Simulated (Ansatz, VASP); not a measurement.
**Two plane-wave programs on Sc**

Contents of INCAR:

```
PREC = Accurate
ENCUT = 520
EDIFF = 1E-7
ISMEAR = 1
SIGMA = 0.1
LREAL = F
LASPH = T
NELM = 100
ALGO = Normal
ISIF = 2
LWAVE = F
LCHARG = T
LDIPOL = T
IDIPOL = 3
DIPOL = 0.5 0.5 0.381
GGA = PS
IVDW = 13
LELF = T
LVHAR = T
LVACPOTAV = T
NBANDS = 24
```

The input KPOINTS:

```
Automatic mesh
0
Gamma
  12 12 1
```

The input POSCAR:

```
Sc
1.0
    3.1251716797      0.0000000000      0.0000000000
   -1.5625858399      2.7064780658      0.0000000000
    0.0000000000      0.0000000000     25.0826816454
Sc
3
Direct
    0.3333333333      0.6666666667      0.2790770181
    0.6666666667      0.3333333333      0.3805124841
    0.3333333333      0.6666666667      0.4836457994
```

Input for Ansatz:

```yaml
crystal:
  lattice:
    - [3.1251716797, 0.0, 0.0]
    - [-1.5625858399, 2.7064780658, 0.0]
    - [0.0, 0.0, 25.0826816454]
  atoms:
    - { symbol: Sc, position: [0.3333333333, 0.6666666667, 0.2790770181] }
    - { symbol: Sc, position: [0.6666666667, 0.3333333333, 0.3805124841] }
    - { symbol: Sc, position: [0.3333333333, 0.6666666667, 0.4836457994] }
basis:
  ecutwfc: 420
kpoints:
  mp_grid: { grid: [12, 12, 1] }
hamiltonian:
  xc: pbesol
  dispersion: d4
  pseudopotentials: { kind: paw, azcp: { folder: soft_1 } }
scf:
  occupations: { method: methfessel_paxton, width: 0.1 }
  n_extra_bands: 7
  max_iter: 160
output:
  forces: true
  eigenvalues: true
  write_density: true
  write_potential: true
  elf: true
  volumetric_format: npy
efield:
  axis: 3
  dipole_correction: true
```

Alike in both runs: task single point; functional PBEsol; dispersion D4; k mesh 12 × 12 × 1; occupations methfessel-paxton of order 1, width 0.1 eV; no spin polarisation.

|  | VASP | Ansatz |
| --- | --- | --- |
| version | VASP 6.6.1 | Ansatz 0.2.0 |
| potentials or method | VASP PAW PBE potentials, release 64 (Sc_sv) | scalar-relativistic, plane waves, PAW |
| plane-wave cutoff (eV) | 520 | 420 |
| valence electrons in the cell | 33 | 33 |

|  | VASP | Ansatz | Ansatz less VASP |
| --- | --- | --- | --- |
| gap on the k mesh at the Fermi level (eV) | none | none | - |
| rms of the force components (eV/Å) | 0.033 | 0.033 | 0.0000 |

Atom by atom the forces differ by 0.001 eV/Å (rms over components). A gap of «none» marks a metal or a gap that the smearing closes. Ansatz warned: «pseudo_functional_mismatch».

Caveats: the PAW data sets were made with another functional, which shifts forces and pressure a little (VASP).
